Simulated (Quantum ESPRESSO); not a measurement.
Nb:

```xyz
1
Lattice="-1.6640 1.6640 1.6640 1.6640 -1.6640 1.6640 1.6640 1.6640 -1.6640" Properties=species:S:1:pos:R:3 pbc="T T T"
Nb    0.0000    0.0000    0.0000
```

Program: Quantum ESPRESSO 7.5. Alike in all runs: task band structure; no spin polarisation; cell as given; smearing fermi-dirac 0.05 eV.

Order these runs on this cell by their pressure, lowest first.
A. level LDA; potentials or basis PseudoDojo 0.4.1 SR LDA standard; k mesh 11 × 11 × 11; cutoff (eV) 1116; SCF threshold 2e-10 Ry; form of the LDA correlation PW92
B. level PBE; potentials or basis PseudoDojo 0.4.1 SR PBE standard; k mesh 11 × 11 × 11; cutoff (eV) 1116; SCF threshold 2e-10 Ry
C. level r2SCAN; potentials or basis SG15 PBE 1.2; k mesh 8 × 8 × 8; cutoff (eV) 952; SCF threshold 1e-08 Ry; symmetry off
D. level SCAN; potentials or basis SG15 PBE 1.2; k mesh 8 × 8 × 8; cutoff (eV) 952; SCF threshold 1e-08 Ry; symmetry off
E. level RPBE; potentials or basis SG15 PBE 1.2; k mesh 11 × 11 × 11; cutoff (eV) 952; SCF threshold 2e-10 Ry

A (-11.4 GPa), D (-6.5 GPa), C (-4.3 GPa), B (-1.8 GPa), E (0.5 GPa).

Caveats: the potentials were made for another functional, which shifts forces and pressure (some runs).

Not every run made on this cell is shown here.
